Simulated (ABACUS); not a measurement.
A run of ABACUS 3.10.1:

File INPUT:

```
INPUT_PARAMETERS
suffix              Bi
calculation         cell-relax
basis_type          pw
pseudo_dir          ./
symmetry            1
dft_functional      scan
ecutwfc             76
pseudo_rcut         10
nspin               1
nbands              12
ks_solver           dav
smearing_method     fd
smearing_sigma      0.00367493
scf_thr             1e-08
scf_nmax            100
mixing_type         broyden
mixing_beta         0.7
cal_force           1
cal_stress          1
mixing_tau          1
relax_nmax          60
force_thr_ev        0.01
relax_method        cg
out_stru            1
stress_thr          0.2
kpar                4
```

The input STRU:

```
ATOMIC_SPECIES
Bi 208.9804 Bi_ONCV_PBE-1.2.upf

LATTICE_CONSTANT
1.8897261246

LATTICE_VECTORS
-1.9814305318 1.9814305318 1.9814305318
1.9814305318 -1.9814305318 1.9814305318
1.9814305318 1.9814305318 -1.9814305318

ATOMIC_POSITIONS
Direct

Bi
0.0
1
0.0000000000 0.0000000000 0.0000000000 1 1 1
```

Contents of KPT:

```
K_POINTS
0
Gamma
6 6 6 0 0 0
```

Potentials or basis: SG15 ONCV 1.2 PBE, plane waves.

Run with:

```sh
$ OMP_NUM_THREADS=1 mpirun -np 4 abacus > log
```

Hardware: 4 MPI ranks on Intel(R) Xeon(R) Platinum 8488C (Sapphire Rapids) (shared host).

How long does it take, and how much memory?

It took 20 s on 4 MPI ranks on Intel(R) Xeon(R) Platinum 8488C (Sapphire Rapids), with other jobs on the host, peak memory 0.36 GiB a rank. Counts: scf iterations 22, k points 16, bands 12, ion steps 3, ranks 4.
